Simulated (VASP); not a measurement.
# Si48H18S in VASP: single point with PBE+D3(BJ)

Aim: the single point of Si48H18S with PBE+D3(BJ).

Program: VASP 6.6.1. These are calculated values, not measurements. Logs are shortened: lines on timing, memory, paths and dates and some standing lists are left out, and cuts for length are marked.

**1. The slab as given**

The cell holds a slab with vacuum, 67 atoms: a = 10.862 Å, b = 10.862 Å, c = 23.428 Å, α = 90.00°, β = 90.00°, γ = 90.00°.

The cell was built by a generator and needn't be a form met in nature.

**2. Single point, PBE+D3(BJ)**

INCAR

```
PREC = Accurate
ENCUT = 400
EDIFF = 1E-6
ISMEAR = 0
SIGMA = 0.05
LREAL = Auto
LASPH = T
NELM = 100
ALGO = Normal
ISIF = 2
LWAVE = F
LCHARG = F
GGA = PE
IVDW = 12
NBANDS = 147
ISYM = 0
NCORE = 4
```

KPOINTS

```
Automatic mesh
0
Gamma
  1 1 1
```

POSCAR

```
Si48H18S
1.0
    7.6805938572      7.6805938572      0.0000000000
   -7.6805938572      7.6805938572      0.0000000000
    0.0000000000      0.0000000000     23.4276500000
Si H S
48 18 1
Direct
    0.7005149941      0.2994850059      0.4169282877
    0.7994850059      0.7005149941      0.4169282877
    0.0494850059      0.9505149941      0.4451001274
    0.2994850059      0.2005149941      0.4169282877
    0.9505149941      0.5494850059      0.4451001274
    0.2005149941      0.7994850059      0.4169282877
    0.4505149941      0.0494850059      0.4451001274
    0.5494850059      0.4505149941      0.4451001274
    0.8750000000      0.3750000000      0.3773276449
    0.8750000000      0.8750000000      0.3773276449
    0.1250000000      0.1250000000      0.3773276449
    0.3750000000      0.3750000000      0.3773276449
    0.1250000000      0.6250000000      0.3773276449
    0.3750000000      0.8750000000      0.3773276449
    0.6250000000      0.1250000000      0.3773276449
    0.6250000000      0.6250000000      0.3773276449
    0.0000000000      0.2500000000      0.3193726217
    0.0000000000      0.7500000000      0.3193726217
    0.2500000000      0.0000000000      0.3193726217
    0.5000000000      0.2500000000      0.3193726217
    0.2500000000      0.5000000000      0.3193726217
    0.5000000000      0.7500000000      0.3193726217
    0.7500000000      0.0000000000      0.3193726217
    0.7500000000      0.5000000000      0.3193726217
    0.8750000000      0.1250000000      0.2614175984
    0.8750000000      0.6250000000      0.2614175984
    0.1250000000      0.8750000000      0.2614175984
    0.3750000000      0.1250000000      0.2614175984
    0.1250000000      0.3750000000      0.2614175984
    0.3750000000      0.6250000000      0.2614175984
    0.6250000000      0.8750000000      0.2614175984
    0.6250000000      0.3750000000      0.2614175984
    0.7500000000      0.2500000000      0.2034625752
    0.7500000000      0.7500000000      0.2034625752
    0.0000000000      0.0000000000      0.2034625752
    0.2500000000      0.2500000000      0.2034625752
    0.0000000000      0.5000000000      0.2034625752
    0.2500000000      0.7500000000      0.2034625752
    0.5000000000      0.0000000000      0.2034625752
    0.5000000000      0.5000000000      0.2034625752
    0.8750000000      0.3750000000      0.1455075520
    0.8750000000      0.8750000000      0.1455075520
    0.1250000000      0.1250000000      0.1455075520
    0.3750000000      0.3750000000      0.1455075520
    0.1250000000      0.6250000000      0.1455075520
    0.3750000000      0.8750000000      0.1455075520
    0.6250000000      0.1250000000      0.1455075520
    0.6250000000      0.6250000000      0.1455075520
    0.9516281893      0.2983718107      0.1067115140
    0.7983718107      0.4516281893      0.1067115140
    0.9516281893      0.7983718107      0.1067115140
    0.7983718107      0.9516281893      0.1067115140
    0.2016281893      0.0483718107      0.1067115140
    0.0483718107      0.2016281893      0.1067115140
    0.4516281893      0.2983718107      0.1067115140
    0.2983718107      0.4516281893      0.1067115140
    0.2016281893      0.5483718107      0.1067115140
    0.0483718107      0.7016281893      0.1067115140
    0.4516281893      0.7983718107      0.1067115140
    0.2983718107      0.9516281893      0.1067115140
    0.7016281893      0.0483718107      0.1067115140
    0.5483718107      0.2016281893      0.1067115140
    0.7016281893      0.5483718107      0.1067115140
    0.5483718107      0.7016281893      0.1067115140
    0.3616691962      0.7326163270      0.5411328774
    0.1910114039      0.7147030722      0.5597782884
    0.2554683789      0.7445316211      0.5137004234
```

Potentials or basis: VASP PAW PBE potentials, release 64 (Si, H, S).

Started as:

```console
cat potpaw_PBE.64/Si/POTCAR potpaw_PBE.64/H/POTCAR potpaw_PBE.64/S/POTCAR > POTCAR
mpirun -np 8 vasp_gam > vasp.out
```

OUTCAR:

```text
PREC = Accurate
   ENCUT = 400
   EDIFF = 1E-6
   ISMEAR = 0
   LREAL = Auto
   LASPH = T
   NELM = 100
   ISIF = 2
   GGA = PE
   IVDW = 12
   ISYM = 0
 IVDW          = 12

 ion  position               nearest neighbor table
   1  0.701  0.299  0.417-   9 2.26  15 2.26   8 2.41
   2  0.799  0.701  0.417-  10 2.26  16 2.26   5 2.41
   3  0.049  0.951  0.445-   6 2.41  10 2.60  11 2.60
   4  0.299  0.201  0.417-  11 2.26  12 2.26   7 2.41
   5  0.951  0.549  0.445-   2 2.41   9 2.60  13 2.60
   6  0.201  0.799  0.417-  13 2.26  14 2.26   3 2.41  67 2.42
   7  0.451  0.049  0.445-   4 2.41  14 2.60  15 2.60
   8  0.549  0.451  0.445-   1 2.41  12 2.60  16 2.60
   9  0.875  0.375  0.377-   1 2.26  17 2.35  24 2.35   5 2.60
  10  0.875  0.875  0.377-   2 2.26  18 2.35  23 2.35   3 2.60
  11  0.125  0.125  0.377-   4 2.26  17 2.35  19 2.35   3 2.60
  12  0.375  0.375  0.377-   4 2.26  20 2.35  21 2.35   8 2.60
  13  0.125  0.625  0.377-   6 2.26  18 2.35  21 2.35   5 2.60
  14  0.375  0.875  0.377-   6 2.26  19 2.35  22 2.35   7 2.60
[... 39 lines left out ...]
  54  0.048  0.202  0.107-  43 1.49
[... 10 lines left out ...]
  65  0.362  0.733  0.541-  67 1.33
  66  0.191  0.715  0.560-  67 1.33
  67  0.255  0.745  0.514-  65 1.33  66 1.33   6 2.42

IMPORTANT INFORMATION: All symmetrisations will be switched off!
NOSYMM: (Re-)initialisation of all symmetry stuff for point group C_1.

----------------------------------------------------------------------------------------

                                     Primitive cell

  volume of cell :    2764.0655

  direct lattice vectors                    reciprocal lattice vectors
     7.680593857  7.680593857  0.000000000     0.065099133  0.065099133  0.000000000
    -7.680593857  7.680593857  0.000000000    -0.065099133  0.065099133  0.000000000
     0.000000000  0.000000000 23.427650000     0.000000000  0.000000000  0.042684606

  length of vectors
    10.862000000 10.862000000 23.427650000     0.092064077  0.092064077  0.042684606

  position of ions in fractional coordinates (direct lattice)
     0.700514994  0.299485006  0.416928288
     0.799485006  0.700514994  0.416928288
     0.049485006  0.950514994  0.445100127
     0.299485006  0.200514994  0.416928288
     0.950514994  0.549485006  0.445100127
     0.200514994  0.799485006  0.416928288
[... 59 lines left out ...]
     0.191011404  0.714703072  0.559778288
     0.255468379  0.744531621  0.513700423

  ion indices of the primitive-cell ions
   primitive index   ion index
                 1           1
                 2           2
                 3           3
                 4           4
[... 117 lines left out ...]
   ISIF   =      2    stress and relaxation
   ISYM   =      0    0-nonsym 1-usesym 2-fastsym
   POTIM  = 0.5000    time-step for ionic-motion
   TEBEG  =    0.0;   TEEND  =   0.0 temperature during run
   PSTRESS=    0.0 pullay stress
   NELECT =     216.0000    total number of electrons
   NUPDOWN=      -1.0000    fix difference up-down
   EMIN   =  10.00;   EMAX   =-10.00  energy-range for DOS
   EFERMI =   0.00;   METHOD = LEGACY
   ISMEAR =     0;   SIGMA  =   0.05  broadening in eV -4-tet -1-fermi 0-gaus
   EFERMI_NEDOS =   21; number of points for ismear=-14 and -15
   IALGO  =     38    algorithm
   IMIX   =      4    mixing-type and parameters
     AMIX     =   0.40;   BMIX     =  1.00
     AMIX_MAG =   1.60;   BMIX_MAG =  1.00
  volume/ion in A,a.u.               =      41.25       278.40
  Fermi-wavevector in a.u.,A,eV,Ry     =   0.699912  1.322641  6.665175  0.489877
  Thomas-Fermi vector in A             =   1.783921
   LORBIT       =      0    0 simple, 1 ext, 2 COOP (PROOUT), +10 PAW based schemes
   GGA     = PE    functional components
   LHFCALC =     F    Hartree Fock is set to
   AEXX    =    0.0000 exact exchange contribution
   IVDW    =    12    specifies the selected vdW correction
   LEPSILON=     F    determine dielectric tensor
   LRPA    =     F    only Hartree local field effects (RPA)
 non-spin polarized calculation
 Gauss-broadening in eV      SIGMA  =   0.05
  energy-cutoff  :      400.00
  volume of cell :     2764.07
 maximum number of plane-waves:     25105
 NGX is ok and might be reduce to    70
   NGX = 35   NGY = 35   NGZ = 77

 number of electron     215.9999946 magnetization

 Free energy of the ion-electron system (eV)
  ---------------------------------------------------
  ext. energy  EPLUGINS =         0.00000000
  ---------------------------------------------------
  free energy    TOTEN  =      -308.79636343 eV

  energy without entropy =     -308.78696888  energy(sigma->0) =     -308.79166615

 E-fermi :  -0.7714     XC(G=0):  -4.2379

 val. band max:       -0.8410569313   @ k =   0.0000   0.0000   0.0000
 cond. band min:      -0.7038516063   @ k =   0.0000   0.0000   0.0000
 fundamental gap:      0.1372053250
 Fermi energy:        -0.7713549812

 k-point     1 :       0.0000    0.0000    0.0000
  band No.  band energies     occupation
      1     -16.3908      2.00000
      2     -12.3749      2.00000
      3     -11.5104      2.00000
      4     -11.4490      2.00000
      5     -11.4334      2.00000
      6     -11.2271      2.00000
[... 112 lines left out ...]
    119       1.1704      0.00000
    120       1.2035      0.00000
 [bands above 120 left out]

------------------------ aborting loop because EDIFF is reached ----------------------------------------

 Edisp (eV)  -12.83188

 E8    (eV) :    -5.3473

  FORCE on cell =-STRESS in cart. coord.  units (eV):
  Direction    XX          YY          ZZ          XY          YZ          ZX
  --------------------------------------------------------------------------------------
  -------------------------------------------------------------------------------------
  Total      19.49610     0.06008    -9.43837     0.97214    -0.00816     0.60473
  in kB      11.30082     0.03483    -5.47090     0.56350    -0.00473     0.35053
  external pressure =        1.95 kB  Pullay stress =        0.00 kB

 VOLUME and BASIS-vectors are now :
 -----------------------------------------------------------------------------
  energy-cutoff  :      400.00
  volume of cell :     2764.07
      direct lattice vectors                 reciprocal lattice vectors
     7.680593857  7.680593857  0.000000000     0.065099133  0.065099133  0.000000000
    -7.680593857  7.680593857  0.000000000    -0.065099133  0.065099133  0.000000000
     0.000000000  0.000000000 23.427650000     0.000000000  0.000000000  0.042684606

 POSITION                                       TOTAL-FORCE (eV/Angst)
 -----------------------------------------------------------------------------------
      3.08015      7.68059      9.76765        -0.570371     -0.009609     -0.511301
      0.76015     11.52089      9.76765         0.564090      0.044577     -0.555280
     -6.92045      7.68059     10.42765        -0.911128     -0.024254     -0.776723
      0.76015      3.84030      9.76765         0.529942     -0.031352     -0.549993
      3.08015     11.52089     10.42765         0.707345      0.053590     -0.701227
     -4.60045      7.68059      9.76765        -0.400367     -0.135391     -0.460244
[... 59 lines left out ...]
     -4.02226      6.95643     13.11429        -0.400387     -0.577244      0.320202
     -3.75630      7.68059     12.03479         0.092463      0.131579      0.045875
 -----------------------------------------------------------------------------------
    total drift:                                0.000716      0.000291     -0.013111

  FREE ENERGIE OF THE ION-ELECTRON SYSTEM (eV)
  ---------------------------------------------------
  free  energy   TOTEN  =      -321.6282468223 eV

  energy  without entropy=     -321.6188522671  energy(sigma->0) =     -321.62354954
```

Run time: 2.9 min. Hardware: 8 MPI ranks of Intel Xeon Platinum 8488C (Sapphire Rapids), shared host; peak memory 0.35 GiB.

Results:

```yaml
Free_energy: -321.6282 eV
Largest_force: 1.445 eV/Å
Band_gap_on_the_k_mesh: 0.14 eV, direct
Dispersion_energy_per_atom: -0.192 eV
```

Forces on the atoms (eV/Å):
```
Si  -0.570 -0.010 -0.511
Si   0.564  0.045 -0.555
Si  -0.911 -0.024 -0.777
Si   0.530 -0.031 -0.550
Si   0.707  0.054 -0.701
Si  -0.400 -0.135 -0.460
Si   0.742 -0.028 -0.676
Si  -0.717 -0.008 -0.720
Si  -0.353  1.162  0.678
Si   0.309  1.069  0.692
Si   0.324 -1.071  0.696
Si   0.380  1.144  0.643
Si  -0.555 -1.212  0.395
Si  -0.479  1.276  0.482
Si  -0.341 -1.155  0.676
Si   0.381 -1.153  0.636
Si  -0.015 -0.001  0.350
Si   0.228 -0.032 -0.496
Si   0.182  0.003 -0.469
Si  -0.038  0.005 -0.467
Si  -0.036  0.000  0.372
Si  -0.005 -0.024  0.374
Si  -0.014 -0.004  0.357
Si  -0.031  0.011 -0.472
Si   0.036 -0.005  0.025
Si   0.180  0.056 -0.064
Si  -0.297 -0.010 -0.093
Si   0.208 -0.030 -0.055
Si  -0.014  0.003  0.026
Si   0.031 -0.003  0.021
Si  -0.031  0.017  0.028
Si  -0.223 -0.004 -0.074
Si  -0.070  0.001 -0.168
Si   0.086 -0.015 -0.148
Si   0.106  0.008 -0.166
Si   0.074 -0.005 -0.150
Si  -0.100  0.007 -0.143
Si  -0.072  0.006 -0.157
Si  -0.099 -0.012 -0.144
Si   0.093  0.005 -0.146
Si   0.077  0.001  0.097
Si  -0.100  0.018  0.091
Si  -0.099 -0.022  0.088
Si  -0.079  0.007  0.101
Si   0.074 -0.009  0.099
Si   0.075  0.005  0.094
Si   0.078  0.000  0.098
Si  -0.087 -0.004  0.095
H   -0.277 -0.014  0.047
H    0.268 -0.001  0.060
H   -0.270 -0.005  0.059
H    0.284 -0.019  0.034
H   -0.269  0.003  0.057
H    0.284  0.022  0.033
H   -0.269  0.000  0.058
H    0.285 -0.019  0.045
H   -0.283  0.018  0.047
H    0.273  0.002  0.059
H   -0.284 -0.014  0.047
H    0.271 -0.002  0.059
H   -0.278  0.013  0.047
H    0.268  0.000  0.060
H   -0.269  0.000  0.057
H    0.287  0.014  0.041
H    0.559  0.555 -0.021
H   -0.400 -0.577  0.320
S    0.092  0.132  0.046
```

Levels at points of the mesh, in eV from the valence-band top:
```csv
k point,band 105,band 106,band 107,band 108,band 109,band 110,band 111,band 112
"(0.00, 0.00, 0.00)",-0.31,-0.21,-0.02,0.00,0.14,0.78,0.86,1.08
```
